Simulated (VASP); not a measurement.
# 3 units of PbZrO3 (001), ZrO2 faces on Al(100): relaxation and electronic structure, part 5 of 6

Aim: model 3 units of PbZrO3 (001), ZrO2 faces on Al(100) by a slab and find how far its highest filled level lies below the vacuum.

VASP 6.6.1; PBEsol with D3(BJ); plane waves and PAW (Al, Zr_sv, O, Pb).

So far. Step 4 (Potential and states of the slab): The vacuum level lies 3.67 eV above the Fermi level at the upper face; the two faces differ by 0.76 eV, the step that the slab's dipole of -0.074 e·Å makes. Step 5 (The slab in a field, field -0.1): Energy at zero smearing: -187.39680 eV.

**6. The slab in a field, field 0.1**

The input, INCAR:

```
SYSTEM = Zr4Al8Pb3O11
PREC = Normal
ENCUT = 400
EDIFF = 1E-06
NELM = 120
ISMEAR = -1
SIGMA = 0.1
LREAL = Auto
ALGO = Fast
GGA = PS
IVDW = 12
NBANDS = 96
LASPH = .TRUE.
LORBIT = 11
LWAVE = .FALSE.
LCHARG = .FALSE.
KPAR = 4
IDIPOL = 3
LDIPOL = .TRUE.
DIPOL = 0.5 0.5 0.519
EFIELD = 0.1
LVHAR = .TRUE.
```

The input, POSCAR:

```
Zr4Al8Pb3O11
1.0
    4.1600000000      0.0000000000      0.0000000000
    0.0000000000      4.1600000000      0.0000000000
    0.0000000000      0.0000000000     39.5341469282
Al Zr O Pb
8 4 11 3
Direct
    0.0000000000      0.5000000000      0.2333513494
    0.5000000000      0.0000000000      0.2333513494
    0.0000000000      0.0000000000      0.2836731765
    0.5000000000      0.5000000000      0.2843346035
    0.0000000000      0.5000000000      0.3337738101
    0.5000000000      0.0000000000      0.3337738101
    0.0000000000      0.0000000000      0.3799407481
    0.5000000000      0.5000000000      0.3899506913
    0.0000000000      0.0000000000      0.4584866850
    0.0000000000      0.0000000000      0.5603229853
    0.0000000000      0.0000000000      0.6627142585
    0.0000000000      0.0000000000      0.7641683495
    0.5000000000      0.0000000000      0.4583039356
    0.0000000000      0.5000000000      0.4583039356
    0.0000000000      0.0000000000      0.5076963622
    0.5000000000      0.0000000000      0.5601275376
    0.0000000000      0.5000000000      0.5601275376
    0.0000000000      0.0000000000      0.6116717200
    0.5000000000      0.0000000000      0.6631632114
    0.0000000000      0.5000000000      0.6631632114
    0.0000000000      0.0000000000      0.7157888204
    0.5000000000      0.0000000000      0.7654749708
    0.0000000000      0.5000000000      0.7654749708
    0.5000000000      0.5000000000      0.5048104483
    0.5000000000      0.5000000000      0.6121813022
    0.5000000000      0.5000000000      0.7198903348
```

The input, KPOINTS:

```
Automatic mesh
0
Gamma
8 8 1
0 0 0
```

Potentials, in the order of the species: Al, Zr_sv, O and Pb (PBE family, release 64).

The run is started by

```
> mpirun -np 4 vasp_std
```

The log of the run:

```text
[... set-up lines as in an earlier step ...]
 entering main loop
       N       E                     dE             d eps       ncg     rms          rms(c)
DAV:   1     0.119820162150E+04    0.11982E+04   -0.59967E+04  3144   0.110E+03
DAV:   2    -0.384273545315E+02   -0.12366E+04   -0.11788E+04  3656   0.311E+02
DAV:   3    -0.200455260459E+03   -0.16203E+03   -0.16032E+03  3712   0.110E+02
DAV:   4    -0.211504004558E+03   -0.11049E+02   -0.11009E+02  4848   0.258E+01
DAV:   5    -0.212262349607E+03   -0.75835E+00   -0.75801E+00  4520   0.471E+00    0.608E+01
RMM:   6    -0.204002298935E+03    0.82601E+01   -0.16137E+02  3663   0.271E+01    0.379E+01
RMM:   7    -0.150815259983E+04   -0.13042E+04   -0.39807E+02  4935   0.555E+01    0.453E+01
RMM:   8    -0.278870550954E+03    0.12293E+04   -0.61816E+01  3655   0.170E+01    0.335E+01
RMM:   9    -0.332265397125E+03   -0.53395E+02   -0.64307E+01  4067   0.138E+01    0.544E+01
RMM:  10    -0.306568070303E+03    0.25697E+02   -0.86413E+01  4478   0.121E+01    0.411E+01
RMM:  11    -0.216851943645E+03    0.89716E+02   -0.16407E+01  4049   0.772E+00    0.328E+01
RMM:  12    -0.195391652393E+03    0.21460E+02   -0.77813E+00  3880   0.495E+00    0.210E+01
RMM:  13    -0.188693654570E+03    0.66980E+01   -0.88227E+00  4116   0.658E+00    0.140E+01
RMM:  14    -0.187078034063E+03    0.16156E+01   -0.34947E+00  4432   0.359E+00    0.142E+01
RMM:  15    -0.187070550032E+03    0.74840E-02   -0.80735E-01  4907   0.174E+00    0.137E+01
RMM:  16    -0.185971854301E+03    0.10987E+01   -0.35624E-01  4682   0.118E+00    0.103E+01
RMM:  17    -0.184551236811E+03    0.14206E+01   -0.46220E-01  4486   0.142E+00    0.827E+00
RMM:  18    -0.184481148546E+03    0.70088E-01   -0.13374E+00  4799   0.199E+00    0.649E+00
RMM:  19    -0.183111639643E+03    0.13695E+01   -0.64701E-01  4724   0.155E+00    0.575E+00
RMM:  20    -0.182347371176E+03    0.76427E+00   -0.67999E-01  4813   0.150E+00    0.394E+00
RMM:  21    -0.182030311431E+03    0.31706E+00   -0.54199E-01  4808   0.131E+00    0.225E+00
RMM:  22    -0.181948465112E+03    0.81846E-01   -0.14174E-01  4732   0.733E-01    0.197E+00
RMM:  23    -0.181846108769E+03    0.10236E+00   -0.29299E-01  4851   0.997E-01    0.719E-01
RMM:  24    -0.181859908660E+03   -0.13800E-01   -0.60785E-02  4831   0.464E-01    0.642E-01
RMM:  25    -0.181876435268E+03   -0.16527E-01   -0.35826E-02  4853   0.347E-01    0.510E-01
RMM:  26    -0.181901002676E+03   -0.24567E-01   -0.23473E-02  4880   0.287E-01    0.406E-01
RMM:  27    -0.181891042455E+03    0.99602E-02   -0.88742E-03  5071   0.180E-01    0.322E-01
RMM:  28    -0.181878874421E+03    0.12168E-01   -0.50173E-03  4996   0.137E-01    0.262E-01
RMM:  29    -0.181867489871E+03    0.11385E-01   -0.29595E-03  4926   0.105E-01    0.229E-01
RMM:  30    -0.181859305230E+03    0.81846E-02   -0.18405E-03  4949   0.812E-02    0.201E-01
RMM:  31    -0.181853660833E+03    0.56444E-02   -0.11432E-03  4960   0.613E-02    0.188E-01
WARNING in EDDRMM: call to ZHEGV failed, returncode =   8  4     54
RMM:  32    -0.181848168320E+03    0.54925E-02   -0.92303E-04  4953   0.519E-02    0.171E-01
RMM:  33    -0.181832031481E+03    0.16137E-01   -0.48433E-03  5087   0.104E-01    0.129E-01
RMM:  34    -0.181824800532E+03    0.72309E-02   -0.28154E-03  4986   0.730E-02    0.112E-01
WARNING in EDDRMM: call to ZHEGV failed, returncode =   8  4     59
RMM:  35    -0.181821847289E+03    0.29532E-02   -0.92639E-04  4948   0.436E-02    0.104E-01
RMM:  36    -0.181810635181E+03    0.11212E-01   -0.61318E-03  5226   0.114E-01    0.725E-02
RMM:  37    -0.181805095860E+03    0.55393E-02   -0.65150E-03  5178   0.105E-01    0.375E-02
WARNING in EDDRMM: call to ZHEGV failed, returncode =   8  4     78
RMM:  38    -0.181804297948E+03    0.79791E-03   -0.14045E-03  4947   0.519E-02    0.284E-02
RMM:  39    -0.181804397775E+03   -0.99827E-04   -0.22924E-04  4819   0.271E-02    0.263E-02
RMM:  40    -0.181804166486E+03    0.23129E-03   -0.16739E-04  4642   0.199E-02    0.238E-02
RMM:  41    -0.181804022019E+03    0.14447E-03   -0.88655E-05  4374   0.153E-02    0.218E-02
RMM:  42    -0.181803867296E+03    0.15472E-03   -0.61279E-05  4373   0.127E-02    0.200E-02
RMM:  43    -0.181803000885E+03    0.86641E-03   -0.83618E-04  5276   0.412E-02    0.120E-02
WARNING in EDDRMM: call to ZHEGV failed, returncode =   8  4     90
RMM:  44    -0.181802983700E+03    0.17185E-04   -0.12716E-04  4483   0.166E-02    0.116E-02
RMM:  45    -0.181802940910E+03    0.42790E-04   -0.53422E-05  4180   0.114E-02    0.115E-02
RMM:  46    -0.181802887758E+03    0.53152E-04   -0.58521E-05  4340   0.112E-02    0.121E-02
RMM:  47    -0.181802843997E+03    0.43761E-04   -0.43512E-05  4326   0.102E-02    0.102E-02
WARNING in EDDRMM: call to ZHEGV failed, returncode =   6  3     42
WARNING in EDDRMM: call to ZHEGV failed, returncode =   8  4     57
WARNING in EDDRMM: call to ZHEGV failed, returncode =   6  3     67
RMM:  48    -0.181802817338E+03    0.26659E-04   -0.40711E-05  4356   0.996E-03    0.755E-03
RMM:  49    -0.181802816269E+03    0.10681E-05   -0.89882E-06  3201   0.560E-03    0.730E-03
RMM:  50    -0.181802809655E+03    0.66141E-05   -0.12992E-05  3801   0.620E-03    0.591E-03
WARNING in EDDRMM: call to ZHEGV failed, returncode =   6  3     65
RMM:  51    -0.181802806209E+03    0.34464E-05   -0.19212E-05  3923   0.695E-03    0.468E-03
WARNING in EDDRMM: call to ZHEGV failed, returncode =   8  4     83
RMM:  52    -0.181802806799E+03   -0.59035E-06   -0.34053E-06  2752   0.381E-03
   1 F= -.18744143E+03 E0= -.18738238E+03  d E =-.118113E+00
```

Elapsed: 7.9 min, on 4 MPI ranks of AMD EPYC 7R43, shared host; peak memory 2.2 GiB.

From OUTCAR (step 6):

```text
   NELECT =     150.0000    total number of electrons

 dipolmoment           0.000000      0.000000      0.134514 electrons x Angstroem

 E-fermi :   1.9852

 k-point     1 :       0.0000    0.0000    0.0000
  band No.  band energies     occupation
    ...
     72       0.7777      1.99999
     73       0.7777      1.99999
     74       0.9643      1.99993
     75       1.9997      0.92720
     76       2.0621      0.63339
     77       2.7348      0.00111
     78       2.7348      0.00111
     79       3.5481      0.00000
     80       3.7083      0.00000
     81       3.9904      0.00000
    ...

 Edisp (eV)   -5.63863

  Total     -24.24371   -24.24371    -7.65263     0.00000     0.00000     0.00000
  in kB     -56.77415   -56.77415   -17.92100     0.00000     0.00000     0.00000
  external pressure =      -43.82 kB  Pullay stress =        0.00 kB

 POSITION                                       TOTAL-FORCE (eV/Angst)
 -----------------------------------------------------------------------------------
      0.00000      2.08000      9.22535         0.000000      0.000000      0.017091
      2.08000      0.00000      9.22535         0.000000      0.000000      0.017091
      0.00000      0.00000     11.21478         0.000000      0.000000     -0.006620
      2.08000      2.08000     11.24093         0.000000      0.000000      0.010269
      0.00000      2.08000     13.19546         0.000000      0.000000     -0.015880
      2.08000      0.00000     13.19546         0.000000      0.000000     -0.015880
      0.00000      0.00000     15.02063        -0.000000     -0.000000      0.003044
      2.08000      2.08000     15.41637         0.000000      0.000000      0.013849
      0.00000      0.00000     18.12588         0.000000     -0.000000     -0.107297
      0.00000      0.00000     22.15189         0.000000      0.000000     -0.060489
      0.00000      0.00000     26.19984         0.000000     -0.000000     -0.150905
      0.00000      0.00000     30.21074         0.000000      0.000000     -0.011289
      2.08000      0.00000     18.11866         0.000000      0.000000      0.056621
      0.00000      2.08000     18.11866         0.000000      0.000000      0.056621
      0.00000      0.00000     20.07134         0.000000      0.000000      0.047079
      2.08000      0.00000     22.14416         0.000000      0.000000      0.037459
      0.00000      2.08000     22.14416         0.000000     -0.000000      0.037459
      0.00000      0.00000     24.18192         0.000000     -0.000000      0.132191
      2.08000      0.00000     26.21759         0.000000     -0.000000      0.036594
      0.00000      2.08000     26.21759         0.000000      0.000000      0.036594
      0.00000      0.00000     28.29810         0.000000      0.000000      0.033737
      2.08000      0.00000     30.26240         0.000000      0.000000     -0.004053
      0.00000      2.08000     30.26240         0.000000     -0.000000     -0.004053
      2.08000      2.08000     19.95725        -0.000000      0.000000     -0.033911
      2.08000      2.08000     24.20207         0.000000     -0.000000     -0.115679
      2.08000      2.08000     28.46025         0.000000      0.000000     -0.009644
 -----------------------------------------------------------------------------------
    total drift:                                0.000000      0.000000     -0.009861

  FREE ENERGIE OF THE ION-ELECTRON SYSTEM (eV)
  ---------------------------------------------------
  free  energy   TOTEN  =      -187.4414331163 eV

  energy  without entropy=     -187.3233197430  energy(sigma->0) =     -187.38237643

 vacuum level on the upper side and lower side of the slab         4.599         7.077

[... 8 parts as in an earlier step ...]

[... 9 further parts left out ...]
```

This step gave:

```
electronic cycles       : 52
free energy (TOTEN)     : -187.4414 eV
energy at zero smearing : -187.3824 eV
Fermi energy            : 1.985 eV
dipole moment           : 0, 0, 0.1345 e·Å
```

The planar average of the electrostatic potential oscillates, so the rows of the table below give means over windows of 2.02 Å about each position, cut where the curve ends. Its maxima inside the range that stand out by 2 % of the span (Å: eV): 1.1: 5.09, 10.2: -1.90, 12.2: -2.11, 14.2: -2.00, 16.7: 2.42, 19.1: -2.66, 21.1: 0.499, 23.2: -0.568, 25.2: -1.06, 27.2: 0.714, 29.2: -3.62, 32.6: 3.30. Its minima: 9.2: -14.0, 11.2: -14.3, 13.2: -14.3, 15.2: -12.6, 18.2: -14.0, 20.0: -8.15, 22.2: -13.6, 24.2: -8.12, 26.2: -13.8, 28.3: -8.40, 30.3: -14.2.

Zero at the Fermi level. Table of planar average of the electrostatic potential by height; means over each step:

| height (Å) | planar average of the electrostatic potential (eV) |
| --- | --- |
| 1.01 | 4.21 |
| 3.03 | 4.90 |
| 5.05 | 4.69 |
| 7.07 | 3.97 |
| 9.09 | -6.74 |
| 11.11 | -7.46 |
| 13.13 | -7.51 |
| 15.15 | -6.86 |
| 17.17 | -2.66 |
| 19.19 | -6.58 |
| 21.21 | -5.02 |
| 23.23 | -5.28 |
| 25.25 | -5.92 |
| 27.27 | -4.58 |
| 29.29 | -7.52 |
| 31.31 | -1.21 |
| 33.33 | 3.25 |
| 35.35 | 3.06 |
| 37.37 | 2.86 |
| 39.39 | 2.71 |

Force (size) by element, in eV/Å:

| element | atoms | mean | spread (r.m.s.) | least | largest |
| --- | --- | --- | --- | --- | --- |
| Al | 8 | 0.012 | 0.005 | 0.003 | 0.017 |
| Zr | 4 | 0.082 | 0.052 | 0.011 | 0.151 |
| O | 11 | 0.044 | 0.032 | 0.004 | 0.132 |
| Pb | 3 | 0.053 | 0.045 | 0.010 | 0.116 |

The atoms with the largest values:

| atom | x, y, z (Å) | force (eV/Å) |
| --- | --- | --- |
| Zr11 | 0.00, 0.00, 26.20 | 0.000, 0.000, -0.151 |
| O18 | 0.00, 0.00, 24.18 | 0.000, 0.000, 0.132 |
| Pb25 | 2.08, 2.08, 24.20 | 0.000, 0.000, -0.116 |
| Zr9 | 0.00, 0.00, 18.13 | 0.000, 0.000, -0.107 |
| Zr10 | 0.00, 0.00, 22.15 | 0.000, 0.000, -0.060 |
| O13 | 2.08, 0.00, 18.12 | 0.000, 0.000, 0.057 |
| O14 | 0.00, 2.08, 18.12 | 0.000, 0.000, 0.057 |
| O15 | 0.00, 0.00, 20.07 | 0.000, 0.000, 0.047 |

Energy at zero smearing: -187.38238 eV.

**7. Derived quantities**

This step: slab, PBEsol + D3(BJ); plane waves and PAW (VASP 6.6.1).

Derived from the runs above.

This step gave:

```yaml
polarisability_per_area_of_the_slab_or_monolayer: 1.727 Å
```

VASP counts both for electrons: a positive EFIELD is a field along -c, and a positive dipole, in electrons times A, points along -c. Field, by row:

| EFIELD (eV/Å) | dipole along z (e Å) | energy change (eV) |
| --- | --- | --- |
| -0.1 | -0.2805 | -0.0176 |
| 0 | -0.07372 | 0 |
| 0.1 | 0.1345 | -0.003178 |

The polarisability is the slope of the dipole against the field, as a volume for each unit of area.

(Part 5 of 6 ends here.)

[Lines on the potential files, build, host, timing and source positions are cut from VASP's logs without a mark.]

[Logs are printed without paths, hosts, clocks, repeated set-up lines and the standing remarks that a program may print on its own settings, such as how far it seeks lower states.]

[Hosts, paths, dates, database ids (printed as entryN), source tags and the programs' standing remarks are cut or masked in the printed files.]

[In band tables of VASP the shares of atoms and orbitals are scaled to a sum of 1 inside the atoms' spheres.]

[Runs that stopped without an error message from VASP are left out.]
